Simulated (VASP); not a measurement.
**KBr: relaxation of cell and atoms with optB88-vdW**

KBr:

```
Br K
1.0
     0.00000    3.30000    3.30000
     3.30000    0.00000    3.30000
     3.30000    3.30000    0.00000
Br K
1 1
Direct
  0.50000 0.50000 0.50000
  0.00000 0.00000 0.00000
```

| Item | Value |
| --- | --- |
| Program | VASP 6.6.1 |
| Task | relaxation of cell and atoms |
| Functional | optB88-vdW |
| Potentials or basis | VASP PAW PBE potentials, release 64 (Br, K_sv) |
| Cutoff | 600 eV |
| k mesh | 7 × 7 × 7 |
| Occupations | fermi-dirac, width 0.05 eV |
| Spin | no spin polarisation |
| Further INCAR settings | ALGO = Normal; EDIFF = 1e-06; IBRION = 2; EDIFFG = -0.005; NSW = 40; ISIF = 3 |

| Item | Value |
| --- | --- |
| Relaxed volume | 35.43 Å³/atom |
| Relaxed cell | a = 4.645 Å, b = 4.645 Å, c = 4.645 Å, α = 60.00°, β = 60.00°, γ = 60.00° |
| Space group after relaxing (to 0.05 Å) | Fm-3m (No. 225) |
| Energy gained by relaxing | 0.4 meV/atom |
| Ionic steps | 5 |
| Pressure after relaxing | 0.0 GPa |
| Band gap on the k mesh | 4.36 eV, direct |

The path:
| step | energy change (eV) | largest force (eV/Å) | pressure (GPa) | volume (Å³) |
| --- | --- | --- | --- | --- |
| 1 | 0.0000 | 0.0000 | -0.23 | 71.87 |
| 2 | -0.0006 | 0.0000 | -0.11 | 71.34 |
| 3 | -0.0008 | 0.0000 | -0.05 | 71.06 |
| 4 | -0.0007 | 0.0000 | 0.09 | 70.51 |
| 5 | -0.0008 | 0.0000 | -0.01 | 70.85 |

Final structure:
```
CELL_PARAMETERS angstrom
0.00000 3.28431 3.28431
3.28431 0.00000 3.28431
3.28431 3.28431 0.00000
ATOMIC_POSITIONS crystal
Br 0.50000 0.50000 0.50000
K 0.00000 0.00000 0.00000
```

Levels at points of the mesh, in eV from the valence-band top:
```
           k point  band 6  band 7  band 8  band 9  band 10  band 11
(0.00, 0.00, 0.00)    0.00    0.00    0.00    4.36     7.51     7.51
```

Wall time 7.8 min on 1 thread of Intel(R) Xeon(R) Platinum 8488C (Sapphire Rapids), on a shared host, peak memory 0.57 GiB.

Caveat: the PAW data sets were made with another functional, which shifts forces and pressure a little.
